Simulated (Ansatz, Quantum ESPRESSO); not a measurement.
NiAl: energy against volume and a worked fit

```xyz
2
Lattice="2.8810 0.0000 0.0000 0.0000 2.8810 0.0000 0.0000 0.0000 2.8810" Properties=species:S:1:pos:R:3 pbc="T T T"
Ni    1.4405    1.4405    1.4405
Al    0.0000    0.0000    0.0000
```

The cell was scaled at fixed shape and fractions and run with Quantum ESPRESSO, PseudoDojo 0.4.1 SR LDA standard, cutoff 1333 eV; LDA, k mesh 9 × 9 × 9 on the cell of 2 atoms, fermi-dirac occupations of 0.05 eV, collinear spin, ferromagnetic start, no spin-orbit coupling. Energies are those that the program minimises, any entropy of the smearing included. For a metal such a mesh isn't converged to the digits shown. The moments vanished.

```tsv
V (Å³/atom)	energy over the lowest row (meV/atom)
11.2390	0.00
11.4781	0.91
11.7173	?
11.9564	18.44
12.1955	33.97
12.4346	53.35
12.6738	76.19
```

Task: Fit the third-order Birch-Murnaghan form, give V0, B0 and B′, and predict the energy left open.

Result: With y = (V0/V)^(2/3), E = E0 + (9 V0 B0/16) [(y - 1)³ B′ + (y - 1)² (6 - 4y)]. Least squares through the rows shown give V0 = 11.3201 Å³/atom, E0 = -0.34 meV, B0 = 185.7 GPa (1 eV/Å³ = 160.218 GPa) and B′ = 4.41, with a largest miss of 0.02 meV. At V = 11.7173 the form with these constants gives 7.25 meV; the run gave 7.25 meV an atom. Other set-ups at this level, from all their volumes (Å³/atom, GPa): Ansatz, all-electron LAPW, scalar-relativistic: V0 11.349, B0 186.4.

The fitted minimum, 11.3201 Å³/atom, is smaller than the measured volume of B2 NiAl, and the bulk modulus of 185.7 GPa is stiffer than experiment. Both are the usual signs of LDA overbinding. The all-electron result lies close by, which suggests that the functional, rather than the pseudopotentials, causes most of the discrepancy. The stiffness itself reflects hybridisation between Ni d and Al sp states on top of metallic cohesion. The same mixing, with the Ni d states largely filled, leaves too little d weight at the Fermi level to sustain the ferromagnetism of elemental Ni, consistent with the vanished moments.

The positive B′ expresses the softening of the lattice as it expands, where overlap and electron density fall. The match at the open volume shows that the curve is smooth and interpolates well, but it is a weak test of B′. Only one fitted volume lies below the minimum, so the constants describe mainly the expanded side, and the response to strong compression remains an extrapolation.
